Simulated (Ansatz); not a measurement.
Level of theory: DFT, PBE, plane waves (420 eV) with PAW, scalar-relativistic (Ansatz 0.2.0).

An element in the bcc structure gives this curve. The cell is scaled uniformly from the relaxed one, with fractional coordinates and shape fixed. Energies are extrapolated to zero smearing, pressures are those at the given smearing. Magnetic state: spin not included.

| V (Å³/atom) | E − E₀ (meV/atom) | P (GPa) |
| --- | --- | --- |
| 15.860 | 91.3 | 15.92 |
| 16.581 | 35.9 | 9.04 |
| 17.302 | 7.6 | 3.78 |
| 18.023 | 0.0 | -0.25 |
| 18.744 | 8.4 | -3.32 |
| 19.465 | 28.8 | -5.66 |
| 20.186 | 58.4 | -7.41 |

Question: Which element is it?
A. tungsten
B. aluminium
C. arsenic
D. silver

Answer: D. Its fit is V₀ = 17.97 Å³/atom, B₀ = 89 GPa, B₀′ = 5.7.
